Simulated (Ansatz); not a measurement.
# AgI (F-43m) at temperature and pressure, part 4 of 4

Wanted: expansion, heat capacity and stiffness of AgI along isobars.

Ansatz 0.2.0; DFT RPBE, scalar-relativistic, plane waves, PAW.

So far. Step 2 (A first coarse run): The start is under 4.1 GPa at this level and looks like an insulator or semiconductor on this mesh. Step 5 (Tight relaxation): The residual pressure is 0.0090 GPa, small enough for phonons.

The database entry behind the starting cell differs from later determinations by our own check (about 0.3 % short), so it need not match the best structure at ambient conditions.

## 9. Phonons of the refused cell

The study refused this cell, so its phonons are run alone to see which modes are imaginary.

input.yaml

```yaml
crystal:
  lattice:
    - [0.0, 3.2141627113, 3.2141627113]
    - [3.2141627113, 0.0, 3.2141627113]
    - [3.2141627113, 3.2141627113, 0.0]
  atoms:
    - { symbol: Ag, position: [0.0, 0.0, 0.0] }
    - { symbol: I, position: [0.25, 0.25, 0.25] }
kpoints:
  mp_grid: { grid: [8, 8, 8] }
hamiltonian:
  xc: rpbe
scf:
  occupations: { method: fixed }
  lower_state_search: "off"
output:
  eigenvalues: true
phonons:
  method: dfpt
  dielectric: true
  rigid_motions: translations
  qmesh: [4, 4, 4]
  temperatures: { t_max: 1000, t_step: 50 }
  qpath:
    path:
      - [[0.0, 0.0, 0.0], [-0.5, -0.5, 0.0], [-0.375, -0.375, 0.25]]
      - [[-0.375, 0.0, 0.375], [0.0, 0.0, 0.0], [0.0, 0.0, 0.5], [-0.5, -0.25, 0.25], [-0.5, -0.5, 0.0]]
    npoints: 10
```

On the command line:

```bash
ansatz run input.yaml --threads 8 --pin off --max-ram 16384MiB --backend cpu --events-out ev --progress --plain --runs-dir out
```

Numbers of over 12 decimals in the logs are rounded to 6 here.

The program printed:

```text
[...]
Crystal: 2 atoms, lattice volume = 66.410 Å³
Basis set: ecut = 420 eV, 1291 PW (Γ), exchange–correlation on 64×64×64 points (8 copies of the dense FFT grid, shifted against one another)
Bands: 22, of which v1, the nominal top of the filled ones, is band 18 counted from 1 (17 counted from 0)
Symmetry: 24 space group operations
k-points: 95 of 512 (irreducible under 4 space group operations, time reversal used)
[...]
SCF iter   1: F=—  HF=-15121.104253 eV  |F-HF|=—  |Δ(HF+E_count)|=         —  Δρ=3.14e-3  dr2=7.05e-3  ethr=1.77e-3  ⟨swp⟩=5.1  Hψ=8534  notcnv=0  defer=184
[...]
SCF iter   8: F=-15121.103150 eV  HF=-15121.103150 eV  |F-HF|=6.73e-11  |Δ(HF+E_count)|=   2.26e-9  Δρ=2.00e-7  dr2=2.00e-11  ethr=1.00e-12  ⟨swp⟩=10.4  Hψ=13083  notcnv=0
SCF 1 converged in 8 iterations: F = -15121.103150 eV  dr2 = 2.00e-11
[...]
DFPT response loops at Γ: preconditioner auto → none (the input reference at scf.mixing.eps_inf says where Resta's filter doesn't serve); β = 0.50; Broyden in place of MSR1
── the response to a field inside a basis, on 8×8×8 k-points: an SCF that follows is theirs, and a resumed run solves both again ──
Bands: 19, of which v1, the nominal top of the filled ones, is band 18 counted from 1 (17 counted from 0)
k-points: 60 of 512 (irreducible under 6 space group operations, time reversal used)
[...]
Eigensolver: Dense (60 Hₖ)
SCF iter   1: F=—  HF=-15121.098719 eV  |F-HF|=—  |Δ(HF+E_count)|=         —  Δρ=2.41e-4  dr2=5.53e-6  ethr=1.00e-1
[...]
SCF iter   4: F=-15121.098732 eV  HF=-15121.098732 eV  |F-HF|=1.53e-8  |Δ(HF+E_count)|=   2.18e-7  Δρ=8.77e-6  dr2=1.95e-8  ethr=2.15e-9
SCF 1 converged in 4 iterations: F = -15121.098732 eV  dr2 = 1.95e-8
[...]
WARN: field response: ε∞ stands inside a basis, on 8×8×8 points; the force constants stand on the 8×8×8 k-mesh, whose period is 13.97 times the interband length at k = (0.0000, 0.0000, 0.0000), direct gap 1.534 eV, under 14: take them and everything formed from them as unconverged, and compare with a denser kpoints.mp_grid
NSCF: frozen V_eff on 29 k-points
[...]
SCF converged after 8 iterations
Free energy (F): -15121.103150 eV
[...]
Internal energy: -15121.103150 eV  (E = F + TS)
E sigma→0 (E₀):  -15121.103150 eV
Fermi energy:    7.393401 eV
[...]
--- Band table (eV; the first three rows and the last of 95) ---
  k-point 0: bands = [... 14 lower, 4.2049, 7.3934, 7.3934, 7.3934, 8.9279, 13.1856, 13.1856, 13.1856]
  k-point 1: bands = [... 14 lower, 4.2011, 6.7043, 7.2773, 7.2773, 9.5310, 13.0123, 13.3646, 13.3646]
  k-point 2: bands = [... 14 lower, 4.2019, 5.6409, 7.0076, 7.0076, 10.1551, 13.2719, 13.6599, 13.6599]
  k-point 94: bands = [... 14 lower, 4.4423, 4.5485, 5.1560, 5.6962, 12.2861, 12.7608, 13.9328, 14.6370]
--- Phonons (Γ-DFPT): 2 representative perturbations + reference, on 95 of 512 k-points (Σ response iterations 6) ---
  k mesh reduced under 4 symmetry operations, with k and −k counted as one. Each operation leaves every solved perturbation unchanged. A smaller set is not considered because the run solves the response to a homogeneous field
  ASR residual: 1.452e-4 → 0.000e0 eV/Å²; symmetrization residual: 3.014e-5 eV/Å²
  ASR residual per site (eV/Å²): 1.45e-4 1.35e-4
  Γ frequencies (cm⁻¹): 0.00 0.00 0.00 116.62 116.62 116.62
  ε∞ (high-frequency dielectric tensor):
        5.199163     0.000000     0.000000
        0.000000     5.199163     0.000000
        0.000000     0.000000     5.199163
  ε⁰ (static dielectric tensor: ions relaxed, cell fixed):
        6.498074     0.000000    -0.000000
        0.000000     6.498074    -0.000000
       -0.000000    -0.000000     6.498074
  ε⁰ − ε∞ (ionic part):
        1.298911     0.000000    -0.000000
        0.000000     1.298911    -0.000000
       -0.000000    -0.000000     1.298911
  softest optical mode at Γ: 116.62 cm⁻¹; the repairs (sum rule, projections) moved no ω² at Γ by more than (0.91 cm⁻¹)²
  Born effective charges Z* (e; rows j = field, columns β = displacement):
    site 0:
         1.17903    0.00000   -0.00000
        -0.00000    1.17903    0.00000
        -0.00000    0.00000    1.17903
    site 1:
        -1.17903   -0.00000    0.00000
         0.00000   -1.17903   -0.00000
         0.00000   -0.00000   -1.17903
  Z* charge neutrality: 7.579e-4 e pre-enforcement
  solved inside a basis spanned on kpoints, on 8×8×8 k-points, its susceptibility summed on 12×12×12: ε∞ is read to err by 1.4e-2, Z* by 2.0e-2 e (field_mesh: kpoints solves on kpoints); Z* is corrected for what the basis lacks
  optical modes at Γ without the LO–TO term, one row a degenerate level:
      ω (cm⁻¹)  modes    IR ((D/Å)²/amu)
        116.62      3             1.6501
  optical modes at Γ + LO–TO along q̂ = [1.0000, 0.0000, 0.0000]:
      ω (cm⁻¹)  modes    IR ((D/Å)²/amu)
        116.62      2             1.1001
        130.37      1             0.5500
  optical modes at Γ + LO–TO along q̂ = [0.0000, 1.0000, 0.0000]:
      ω (cm⁻¹)  modes    IR ((D/Å)²/amu)
        116.62      2             1.1001
        130.37      1             0.5500
  optical modes at Γ + LO–TO along q̂ = [0.0000, 0.0000, 1.0000]:
      ω (cm⁻¹)  modes    IR ((D/Å)²/amu)
        116.62      2             1.1001
        130.37      1             0.5500
--- Phonons (arbitrary-q DFPT): 8 irreducible q on the 4×4×4 mesh ---
  q = [0.0000, 0.0000, 0.0000] (star 1, of the zone-centre solve; hermiticity 2.07e-5, symmetrization 1.25e-12): -0.00 -0.00 0.00 116.62 116.62 116.62
  q = [0.0000, 0.0000, 0.2500] (star 8, 2 solved perturbations on 288 of 512 k-point pairs; hermiticity 4.39e-6, symmetrization 5.80e-12): 5.95 5.95 57.42 121.49 121.49 132.27
[...]
q = [0.0000, 0.2500, 0.2500] (star 6, 4 solved perturbations in 528 linear systems a pass and spin channel, the states on 164 of 512 k-point pairs; hermiticity 7.98e-6, symmetrization 2.04e-12): 8.77 8.77 65.58 126.71 126.71 127.76
[...]
sum rule: each row above includes the acoustic sum rule's correction from the zone centre's row sums; it moved no ω² by more than (0.60 cm⁻¹)²
  mesh force constants: q→R imaginary residual 2.22e-18; ASR residual 1.452e-4 → 0.000e0 eV/Å²; symmetrization residual 1.665e-15 eV/Å²
  interpolated dispersion: 63 rows × 6 modes
  density of states and harmonic sums: on the 20×20×20 q-mesh, interpolated from the force constants of a 4×4×4 supercell (with the dipole–dipole term)
  largest difference from the sums on the solved wave vectors: F 1.13e-1 eV, S 1.37e-4 and C_V 2.43e-5 eV/K
  zero-point energy: 0.030076 eV/cell   skipped modes (ω ≤ 0): 109, of them read as no rigid motion or as one in doubt: 106 (3.583e-1 modes/cell left out, lowest -14.28 cm⁻¹)   left out of the sums: 5.98e-2 of the cell's modes: C_V's classical limit lies that fraction below 3 k_B per atom; for a crystal, a wire or a layer, F and S can be off by more, and a phonons.interpolated_qmesh denser along its periods is the remedy for the sampling
```

Elapsed: 99 s, on 8 threads of Arm Neoverse V2, shared host; peak memory 1.8 GiB; 12 min of CPU time.

This step gave:

```
Γ frequencies                : 0, 0, 0, 116.6, 116.6, 116.6 cm⁻¹ (negative: imaginary)
lowest frequency on the path : -14.28 cm⁻¹
point group                  : -43m
highest frequency            : 140.1 cm⁻¹
```

ε∞:

```
5.20 0.00 0.00
0.00 5.20 0.00
0.00 0.00 5.20
```

Born charge (rows field, columns displacement) (e), principal values of the symmetric part by kind of site:

| atom | atoms with these values | low | middle | high | mean |
| --- | --- | --- | --- | --- | --- |
| Ag1 | 1 | 1.18 | 1.18 | 1.18 | 1.18 |
| I2 | 1 | -1.18 | -1.18 | -1.18 | -1.18 |

In full for Ag1:

```
1.18 0.00 0.00
0.00 1.18 0.00
0.00 0.00 1.18
```

ε₀ (ions relaxed, fixed cell):

```
6.50 0.00 0.00
0.00 6.50 0.00
0.00 0.00 6.50
```

LO-TO term included. The phonon branches at the labelled points (cm⁻¹):

| point | branch 1 | branch 2 | branch 3 | branch 4 | branch 5 | branch 6 |
| --- | --- | --- | --- | --- | --- | --- |
| Γ | 0 | 0 | 0 | 117 | 117 | 130 |
| halfway | 9 | 9 | 66 | 127 | 127 | 128 |
| X | -14 | -14 | 99 | 119 | 136 | 136 |
| halfway | -14 | -2 | 98 | 118 | 135 | 137 |
| U | -11 | 17 | 95 | 118 | 133 | 140 |
| jump to K | -11 | 17 | 95 | 118 | 133 | 140 |
| halfway | 6 | 22 | 64 | 123 | 126 | 132 |
| Γ | 0 | 0 | 0 | 117 | 117 | 130 |
| halfway | 6 | 6 | 57 | 122 | 122 | 132 |
| L | -7 | -7 | 78 | 126 | 126 | 135 |
| halfway | 7 | 19 | 85 | 122 | 130 | 138 |
| W | 15 | 17 | 97 | 114 | 136 | 139 |
| halfway | 2 | 4 | 98 | 116 | 136 | 137 |
| X | -14 | -14 | 99 | 119 | 136 | 136 |

The phonon branches as a text plot (rows in cm⁻¹):

```
    137 |         **************              *******************
    130 |*********       ****   **************      *****
    124 |   ********        ********        ***********
    118 |***        ********     ***********           ***  *****
    111 |                                                 **
    105 |
     98 |           *******                              ********
     92 |         **       *                            *
     85 |        *          *                         **
     79 |                    **                 ******
     73 |       *              *              **
     66 |      *                *            *
     60 |                                   *
     53 |    **                  *
     47 |                                  *
     40 |   *                     **      *
     34 |
     28 |  *                        *    *
     21 |                  *******                    ***
     15 | *              **       ****  *           **  *****
      8 |   *****       *      **    *     ***     *  **     *
      2 |***                 **  **********   *      *
     -5 |        *     *    *                  ******         *
    -11 |         **********                                  ***
         Γ           X  U|K            Γ         L        W     X
```

Tetrahedra on 20 20 20, mean over bins of 2 cm⁻¹. The phonon density of states by wavenumber; read off at these points:

wavenumber (cm⁻¹), phonon density of states (1/cm⁻¹/cell) and a bar:
```
    -15.0      0.000 
    -11.0      0.018 ###
     -7.0      0.031 #####
     -3.0      0.028 #####
      1.0      0.031 #####
      7.0      0.100 #################
     11.0      0.071 ############
     15.0      0.069 ############
     19.0      0.140 ########################
     23.0      0.001 
     27.0      0.001 
     31.0      0.001 
     35.0      0.001 
     39.0      0.002 
     45.0      0.003 
     49.0      0.004 #
     53.0      0.005 #
     57.0      0.006 #
     61.0      0.008 #
     65.0      0.011 ##
     69.0      0.014 ##
     73.0      0.019 ###
     77.0      0.030 #####
     79.0      0.034 ######
     81.0      0.032 ######
     87.0      0.030 #####
     91.0      0.030 #####
     95.0      0.029 #####
     99.0      0.005 #
    103.0      0.000 
    107.0      0.000 
    111.0      0.000 
    115.0      0.012 ##
    119.0      0.084 ###############
    123.0      0.174 ##############################
    125.0      0.173 ##############################
    129.0      0.108 ###################
    133.0      0.130 ######################
    135.0      0.154 ###########################
    137.0      0.124 #####################
    141.0      0.001
```

No LO-TO term. The modes at Γ (shares of kinetic energy by element, %):

| mode | frequency (cm⁻¹) | symmetry | Ag % | I % |
| --- | --- | --- | --- | --- |
| 1 | 0.0 | T2 | 46 | 54 |
| 2 | 0.0 | T2 | 46 | 54 |
| 3 | 0.0 | T2 | 46 | 54 |
| 4 | 116.6 | T2 | 54 | 46 |
| 5 | 116.6 | T2 | 54 | 46 |
| 6 | 116.6 | T2 | 54 | 46 |

Displacements in mode 5 (116.6 cm⁻¹), the largest set to 1:
```
Ag1  0.00 -0.27  1.00
I2   0.00  0.23 -0.85
```

Lowest modes at the softest wavevector of the mesh; phase exp(i q.(R + tau)). Modes at q = (0.500, 0.500, 0.000), with each element's share of the kinetic energy (negative means imaginary):

| mode | frequency (cm⁻¹) | Ag % | I % |
| --- | --- | --- | --- |
| 1 | -14.3 | 60 | 40 |
| 2 | -14.3 | 60 | 40 |
| 3 | 99.3 | 100 | 0 |
| 4 | 118.7 | 0 | 100 |
| 5 | 135.6 | 40 | 60 |
| 6 | 135.6 | 40 | 60 |

Displacements in mode 2 (-14.3 cm⁻¹), the largest set to 1, in the home cell:
```
Ag1 0.00 1.00 0.00
I2  0.75 0.00 0.00
```

Displacements in mode 5 (135.6 cm⁻¹), the largest set to 1, in the home cell:
```
Ag1 -0.89  0.00  0.00
I2   0.00  1.00  0.00
```

The modes has structure finer than the step of the table below, so its rows give means over 5 cm⁻¹, whole bins alone (the curve runs from -24.1 to 154 cm⁻¹). Peaks (cm⁻¹: height): Ag -6.2: 0.0197, 8.4: 0.0513, 18.5: 0.0605, 93.7: 0.0241, 124.0: 0.0658; I 8.4: 0.0418, 124.0: 0.0909, 135.2: 0.0858.

Phonopy on the run's constants, 15x15x15 mesh, Gaussian sigma 2.0 cm⁻¹. The modes by wavenumber; means over each step; values in 1/cm⁻¹/cell:

| wavenumber (cm⁻¹) | Ag | I |
| --- | --- | --- |
| -20 | 6.7e-5 | 4.5e-5 |
| -15 | 0.00338 | 0.00231 |
| -10 | 0.0140 | 0.0100 |
| -5 | 0.0170 | 0.0131 |
| 0 | 0.0138 | 0.0115 |
| 5 | 0.0377 | 0.0318 |
| 10 | 0.0464 | 0.0370 |
| 15 | 0.0485 | 0.0346 |
| 20 | 0.0441 | 0.0291 |
| 25 | 0.00445 | 0.00298 |
| 30 | 5.9e-4 | 6.3e-4 |
| 35 | 5.9e-4 | 6.1e-4 |
| 40 | 0.00123 | 0.00122 |
| 45 | 0.00139 | 0.00132 |
| 50 | 0.00222 | 0.00196 |
| 55 | 0.00300 | 0.00249 |
| 60 | 0.00446 | 0.00338 |
| 65 | 0.00618 | 0.00424 |
| 70 | 0.00949 | 0.00580 |
| 75 | 0.0159 | 0.00825 |
| 80 | 0.0217 | 0.00993 |
| 85 | 0.0219 | 0.00847 |
| 90 | 0.0230 | 0.00631 |
| 95 | 0.0221 | 0.00300 |
| 100 | 0.00694 | 3.9e-4 |
| 105 | 1.3e-4 | 2.6e-6 |
| 110 | 8.1e-5 | 8.6e-4 |
| 115 | 0.00503 | 0.0208 |
| 120 | 0.0338 | 0.0659 |
| 125 | 0.0614 | 0.0829 |
| 130 | 0.0534 | 0.0716 |
| 135 | 0.0510 | 0.0828 |
| 140 | 0.0243 | 0.0428 |
| 145 | 0.00114 | 0.00202 |
| 150 | 0 | 1.1e-6 |

Lorentz oscillators from the run's modes, damping 2 % of each frequency (typed, at least 3 cm⁻¹). Table of reflectivity, E along x by wavenumber; read off at these points:

wavenumber (cm⁻¹), reflectivity, E along x and a bar:
```
       10      0.191 ######
       20      0.192 ######
       30      0.193 ######
       40      0.195 ######
       50      0.198 ######
       60      0.203 #######
       70      0.210 #######
       80      0.220 #######
       90      0.237 ########
      100      0.271 #########
      110      0.369 ##############
      120      0.767 ##############################
      130      0.225 ########
      140      0.042 
      150      0.081 ##
      160      0.101 ##
      170      0.113 ###
      180      0.121 ###
      190      0.126 ###
      200      0.130 ####
      210      0.133 ####
      220      0.136 ####
      230      0.138 ####
```

The lowest solved frequency is -14.3 cm⁻¹, so the cell is unstable here and gives no valid free energy.

## 10. Outcome

| Item | Value |
| --- | --- |
| lowest frequency at the solved wavevectors, cell at 5 GPa | -14.3 cm⁻¹ |

In words: With imaginary harmonic modes at the relaxed cell the quasi-harmonic free energy is undefined, so no expansion is obtained for this phase at this level. The softest solved mode is 14i cm⁻¹ at q = (0, -0.5, -0.5), and 1 of 8 solved wavevectors carry a mode beyond 8i cm⁻¹. This is the cell at 5 GPa, not the one at ambient pressure. The log warns that the k-mesh is coarse for the response calculation and asks for a check on a denser one. The interpolation has no quadrupole term, so branches near the zone centre are less sure, since this crystal has sites that are not centres of inversion. The PAW files were made for PBE and are used here under another functional, for which the program regenerates the frozen cores.

[Logs are printed without paths, hosts, clocks, repeated set-up lines and the standing remarks that a program may print on its own settings, such as how far it seeks lower states.]

[Hosts, paths, dates, database ids (printed as entryN), source tags and the programs' standing remarks are cut or masked in the printed files.]

[A step with changed settings may run another functional than the one named; its input shows which.]
